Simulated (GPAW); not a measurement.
# SnO2 (Pnnm) in GPAW: single point with PBE

Aim: the single point of SnO2 with PBE.

Everything below comes from runs of GPAW 26.7.0. Logs are shortened: lines on timing, memory, paths and dates and some standing lists are left out, and cuts for length are marked. The log counts tension as positive stress, the text compression.

### Step 1. Starting point

The structure is orthorhombic, space group Pnnm (No. 58). Conventional cell: a = 4.788 Å, b = 4.867 Å, c = 3.241 Å, α = 90.00°, β = 90.00°, γ = 90.00°. Sn (site symmetry 2/m) is surrounded by 6 O at 2.09 to 2.10 Å. O (site symmetry m) has 3 Sn at 2.09 to 2.10 Å as nearest neighbours.

The cell is a database's computed one.

### Step 2. Single point, PBE

run.py

```python
from ase import Atoms
from ase.dft.bandgap import bandgap
from ase.io import write
from ase.units import GPa
from gpaw import GPAW, PW

atoms = Atoms(['Sn', 'Sn', 'O', 'O', 'O', 'O'],
              cell=[[4.788004, 0.0, 0.0],
                    [0.0, 4.866582, 0.0],
                    [0.0, 0.0, 3.240898]],
              scaled_positions=[[0.0, 0.0, 0.0],
                                [0.5, 0.5, 0.5],
                                [0.708145, 0.678958, 0.0],
                                [0.208145, 0.821042, 0.5],
                                [0.791855, 0.178958, 0.5],
                                [0.291855, 0.321042, 0.0]],
              pbc=True)

calc = GPAW(mode=PW(550),
            xc='PBE',
            kpts={'size': (5, 5, 7), 'gamma': True},
            occupations={'name': 'fermi-dirac', 'width': 0.05},
            nbands=43,
            maxiter=120,
            txt='gpaw.txt')
atoms.calc = calc
energy = atoms.get_potential_energy()
forces = atoms.get_forces()
stress = atoms.get_stress()
calc.write('gs.gpw')
write('result.traj', atoms)
print(f'Energy: {energy:.6f} eV')
print('Forces (eV/A):')
print(forces.round(4))
print('Stress (GPa):', (stress / GPa).round(3))
print('Fermi level:', round(calc.get_fermi_level(), 4), 'eV')
print(f'Gap: {bandgap(calc)[0]:.4f} eV, direct: {bandgap(calc, direct=True)[0]:.4f} eV')
```

Potentials or basis: GPAW PAW data sets (gpaw-data 1.2.1), pw.

Run with:

```sh
> OMP_NUM_THREADS=1 python run.py
```

gpaw.txt:

```text
__  _  _
 | _ |_)|_||  |
 |__||  | ||/\| - 26.7.0

Input parameters:
  mode=PW(ecut=550.0),
  kpts=MonkhorstPack(size=(5, 5, 7), gamma=True),
  maxiter=120,
  nbands=43,
  occupations=Occupations(name='fermi-dirac', width=0.05),
  xc=XC(name='PBE')

Diagonalizing LCAO Hamiltonian
Converting LCAO to pw mode
    .-----------.
   /|           |
  / |           |
 *  | O  Sn     |
 |  .------O----.
 | /        O  /
 |/  O        /
 Sn----------*

Atoms  # Å, Bohr magnetons
|   | symbol |        x |        y |        z |    initial magnetic moments |
|---|--------|----------|----------|----------|-----------------------------|
| 0 |     Sn | 0.000000 | 0.000000 | 0.000000 | ( 0.0000,  0.0000,  0.0000) |
| 1 |     Sn | 2.394002 | 2.433291 | 1.620449 | ( 0.0000,  0.0000,  0.0000) |
| 2 |      O | 3.390601 | 3.304205 | 0.000000 | ( 0.0000,  0.0000,  0.0000) |
| 3 |      O | 0.996599 | 3.995668 | 1.620449 | ( 0.0000,  0.0000,  0.0000) |
| 4 |      O | 3.791405 | 0.870914 | 1.620449 | ( 0.0000,  0.0000,  0.0000) |
| 5 |      O | 1.397403 | 1.562377 | 0.000000 | ( 0.0000,  0.0000,  0.0000) |

Unit cell  # Å
| periodic |        x |        y |        z |  lengths |    angles |
|----------|----------|----------|----------|----------|-----------|
|      yes | 4.788004 | 0.000000 | 0.000000 | 4.788004 | 90.000000 |
|      yes | 0.000000 | 4.866582 | 0.000000 | 4.866582 | 90.000000 |
|      yes | 0.000000 | 0.000000 | 3.240898 | 3.240898 | 90.000000 |

Number of symmetries: 4
Symmetry operations  # r_c * U_cc + t_c -> r_c
|   | kind |            matrix            |
|---|------|------------------------------|
| 0 |  E   |  1, 0, 0,  0, 1, 0,  0, 0, 1 |
| 1 |  σ   |  1, 0, 0,  0, 1, 0,  0, 0,-1 |
| 2 |  C2  | -1, 0, 0,  0,-1, 0,  0, 0, 1 |
| 3 |  i   | -1, 0, 0,  0,-1, 0,  0, 0,-1 |

BZ-sampling:
  Number of BZ points: 175
  Number of IBZ points: 52

  Monkhorst-Pack size: [5, 5, 7]
  Monkhorst-Pack shift: [0, 0, 0]

K-points  # in reciprocal-cell coordinates
|     |                                coordinates |     weight |
|-----|--------------------------------------------|------------|
|   0 | (  0.00000000,   0.00000000,   0.00000000) | 0.00571429 |
|   1 | (  0.00000000,   0.00000000,   0.14285714) | 0.01142857 |
|   2 | (  0.00000000,   0.00000000,   0.28571429) | 0.01142857 |
|   3 | (  0.00000000,   0.00000000,   0.42857143) | 0.01142857 |
|   4 | (  0.00000000,   0.20000000,   0.00000000) | 0.01142857 |
|   5 | (  0.00000000,   0.20000000,   0.14285714) | 0.02285714 |
|   6 | (  0.00000000,   0.20000000,   0.28571429) | 0.02285714 |
|   7 | (  0.00000000,   0.20000000,   0.42857143) | 0.02285714 |
|   8 | (  0.00000000,   0.40000000,   0.00000000) | 0.01142857 |
|   9 | (  0.00000000,   0.40000000,   0.14285714) | 0.02285714 |
| ... |                                            |            |
|  51 | (  0.40000000,   0.40000000,   0.42857143) | 0.02285714 |

Plane wave coefficients: 2232
Cutoff: 550.0 eV

Spin-components: 1 (collinear spins)
Bands:           43
Projectors:      32
Spin-degeneracy: 2
Datatype:        complex128

Parallelization:
  kpt:    1
  domain: 1
  band:   1

Density:
  Valence electrons: 52.0
  Components: 1
  Grid points: [27 27 18]
  Charge: 0.0  # |e|

Potential:
  Grid points: [27 27 18]

species:
  Sn:
    name:    Tin
    Z:       50.0
    valence: 14
    core:    36
    charge:  0.0  # [|e|]
    compensation charges:
      type: gauss
      rc: 0.38  # [Å]
      lmax: 2
    cutoffs:
      filter: 2.23  # [Å]
      core: 2.35  # [Å]
    projectors
    | kind |    occ | energy [eV] | rcut [Å] |
    |------|--------|-------------|----------|
    |   5s |  2.000 |     -10.538 |    1.201 |
    |   5p |  2.000 |      -3.696 |    1.270 |
    |   4d | 10.000 |     -25.845 |    1.185 |
    |    s |        |      16.674 |    1.201 |
    |    p |        |      23.515 |    1.270 |
    |    d |        |       1.367 |    1.185 |

    Using partial waves for Sn as LCAO basis

  O:
    name:    Oxygen
    Z:       8.0
    valence: 6
    core:    2
    charge:  0.0  # [|e|]
    compensation charges:
      type: gauss
      rc: 0.21  # [Å]
      lmax: 2
    cutoffs:
      filter: 1.17  # [Å]
      core: 0.83  # [Å]
    projectors
    | kind |    occ | energy [eV] | rcut [Å] |
    |------|--------|-------------|----------|
    |   2s |  2.000 |     -23.961 |    0.688 |
    |   2p |  4.000 |      -9.029 |    0.598 |
    |    s |        |       3.251 |    0.688 |
    |    p |        |      18.182 |    0.598 |
    |    d |        |       0.000 |    0.619 |

    Using partial waves for O as LCAO basis

Reference energy: -344184.795819  # eV

eigensolver:
  PPCG
  Converge bands: occupied
  niter=2

density mixing:
  MSR1-Mixer
  Pratt-step length: 0.05
  Maximum mixing coefficient: 0.75
  Old densities: 10
  SVD Regularization: 0.005
  Good broyden scale: 1.0
  Trust region scale: 1.0
  Backstep threshold: 4.0
  History deletion threshold: 6.0
  Fourier metric: weight=20.0, sigma=0.015

occupation numbers:
  Fermi-Dirac:
    width: 0.0500  # eV

poisson solver:
  ecut: 4400.0  # eV

xc functional:
  name: PBE with 2 nearest neighbor stencil

convergence criteria:
- Maximum [total energy] change in last 3 cyles: 0.0005 eV / valence electron
- Maximum integral of absolute [dens]ity change: 0.0001 electrons / valence electron
- Maximum integral of absolute [eigenst]ate change: 4e-08 eV^2 / valence electron
maximum number of iterations: 120

SCF iterations
|iter     | |      energy | eigst |  dens |
|---------|-|-------------|-------|-------|
|iter:   1| |  -43.577726 | +0.31 |       |
|iter:   2| |  -42.143354 | -1.38 | -0.87 |
|iter:   3| |  -38.123862 | -0.83 | -0.93 |
|iter:   4| |  -38.081164 | -2.67 | -1.46 |
|iter:   5| |  -38.087742 | -3.30 | -1.78 |
|iter:   6| |  -38.088233c| -4.60 | -2.85 |
|iter:   7| |  -38.088353c| -5.45 | -3.27 |
|iter:   8| |  -38.088327c| -6.06 | -3.66 |
|iter:   9| |  -38.088328c| -7.62c| -4.31c|

Converged in 9 steps
Energy contributions relative to reference atoms: (reference = -344184.795819)

Energy contributions:
  Kinetic:          55.096757
  Coulomb:         -48.675528
  Zero:             -0.156252
  External:          0.000000
  Xc:              -44.353303
  Entropy:          -0.000004
  Spinorbit:         0.000000
  ----------------------------
  Free energy:     -38.088330
  Extrapolated:    -38.088328

dipole moment: (-15.662938, -15.919989, -28.816551)  # |e|*Ang

Fermi level: 5.799
Eigenvalues  # (at kpt = [0.000, 0.000, 0.000])
| band index |      eig [eV] | occ [0-2] |
|------------|---------------|-----------|
|          0 |       -15.560 |     2.000 |
|        ... |               |           |
|         18 |         2.578 |     2.000 |
|         19 |         3.486 |     2.000 |
|         20 |         3.503 |     2.000 |
|         21 |         4.213 |     2.000 |
|         22 |         4.249 |     2.000 |
|         23 |         4.750 |     2.000 |
|         24 |         4.759 |     2.000 |
|         25 |         5.367 |     2.000 |
|         26 |         6.191 |     0.001 |
|         27 |        11.135 |     0.000 |
|         28 |        11.461 |     0.000 |
|         29 |        11.618 |     0.000 |
|         30 |        15.582 |     0.000 |
|         31 |        15.802 |     0.000 |
|         32 |        16.685 |     0.000 |
|         33 |        17.135 |     0.000 |
|        ... |               |           |
|         42 |        25.161 |     0.000 |

Gap: 0.824 eV
Transition (v -> c):
  (s=0, k=0, n=25, [0.00, 0.00, 0.00]) -> (s=0, k=0, n=26, [0.00, 0.00, 0.00])
No difference between direct/indirect transitions

Forces  # eV/Ang
|        x |        y |       z |
|----------|----------|---------|
|  0.00000 |  0.00000 | 0.00000 |  # Sn   0
|  0.00000 |  0.00000 | 0.00000 |  # Sn   1
| -0.08840 |  0.02307 | 0.00000 |  # O    2
| -0.07217 | -0.05546 | 0.00000 |  # O    3
|  0.07217 |  0.05546 | 0.00000 |  # O    4
|  0.08840 | -0.02307 | 0.00000 |  # O    5

Stress tensor  # eV/Ang^3
|        x |        y |        z |
|----------|----------|----------|
| 0.070193 | 0.000026 | 0.000000 |
| 0.000026 | 0.071029 | 0.000000 |
| 0.000000 | 0.000000 | 0.072848 |

# Writing to gs.gpw (mode='')
```

It took 73 s on 1 thread of Arm Neoverse V2, shared host; peak memory 0.26 GiB.

The run converged, but some of its settings lie outside the range that counts as converged, so its numbers aren't taken as properties of the crystal.

Results:

- Free energy: -38.0883 eV
- Pressure: -11.4 GPa
- Largest force: 0.091 eV/Å
- Band gap on the k mesh: 0.82 eV, direct

Caveat: the cutoff is short for stress and forces, so pressures can be off by a GPa or more; spin-orbit coupling is left out, which moves the levels of the heavy elements.
